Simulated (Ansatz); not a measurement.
AlCo: course of a relaxation

Level of theory: Ansatz 0.2.0, DFT PBE, scalar-relativistic, plane waves, PAW. (420 eV cutoff, 18×18×18 k-mesh, Gaussian smearing of 0.10 eV, no spin polarisation)

What was changed: biaxial strain in the a-b plane, c and atoms relaxed: +2.0 %.

Command:

```bash
ansatz run input.yaml --threads 1 --pin off --max-ram 2560MiB --backend cpu --events-out ev --progress --plain --runs-dir out
```

Input:

```yaml
crystal:
  lattice:
    - [2.9089404629, 0.0, 0.0]
    - [0.0, 2.9089404629, 0.0]
    - [0.0, 0.0, 2.8176795856]
  atoms:
    - { symbol: Al, position: [0.0, 0.0, 0.0] }
    - { symbol: Co, position: [0.5, 0.5, 0.5] }
basis:
  ecutwfc: 420
kpoints:
  mp_grid: { grid: [18, 18, 18] }
hamiltonian:
  xc: pbe
scf:
  occupations: { method: gaussian, width: 0.1 }
output:
  forces: true
  stress: true
  eigenvalues: true
  write_density: true
  write_potential: true
  elf: true
  volumetric_format: npy
relax:
  adjacent_minimum: "off"
  f_tol: 0.008
  max_steps: 40
  cell: { stress_tol: 0.015, fix: [a, b, gamma] }
```

F is the free energy. Steps run on the plane waves of an earlier cell, but the last one, and at times one on the way, on a freshly chosen basis, so a repeated geometry can differ a little in energy. The held parts of the cell keep their stress, so P needn't end at zero.

Steps:

```json
{"step": "1", "F − F(1) (eV)": "0.0000", "largest force component (eV/Å)": "0.000", "V (Å³/atom)": "11.922", "P (GPa)": "-4.53"}
{"step": "2", "F − F(1) (eV)": "-0.0002", "largest force component (eV/Å)": "0.000", "V (Å³/atom)": "11.900", "P (GPa)": "-4.23"}
{"step": "3", "F − F(1) (eV)": "-0.0002", "largest force component (eV/Å)": "0.000", "V (Å³/atom)": "11.892", "P (GPa)": "-4.11"}
{"step": "4", "F − F(1) (eV)": "-0.0001", "largest force component (eV/Å)": "0.000", "V (Å³/atom)": "11.892", "P (GPa)": "-4.12"}
```

Relaxed structure:

```cif
data_structure
_symmetry_space_group_name_H-M 'P 1'
_symmetry_Int_Tables_number 1
_cell_length_a 2.9089
_cell_length_b 2.9089
_cell_length_c 2.8108
_cell_angle_alpha 90.000
_cell_angle_beta 90.000
_cell_angle_gamma 90.000
_cell_volume 23.78
loop_
_atom_site_label
_atom_site_type_symbol
_atom_site_fract_x
_atom_site_fract_y
_atom_site_fract_z
_atom_site_occupancy
Al1 Al 0.00000 0.00000 0.00000 1
Co1 Co 0.50000 0.50000 0.50000 1
```

The structure is tetragonal, space group P4/mmm (No. 123). Conventional cell: a = 2.909 Å, b = 2.909 Å, c = 2.811 Å, α = 90.00°, β = 90.00°, γ = 90.00°. Al (site symmetry 4/mmm) is surrounded by 8 Co at 2.49 Å and 2 Al at 2.81 Å. Co (site symmetry 4/mmm) is surrounded by 8 Al at 2.49 Å and 2 Co at 2.81 Å.

The run converged. The run took 23 s on 1 thread of Intel(R) Xeon(R) 6975P-C (Granite Rapids), with other jobs on the host, peak memory 0.53 GiB.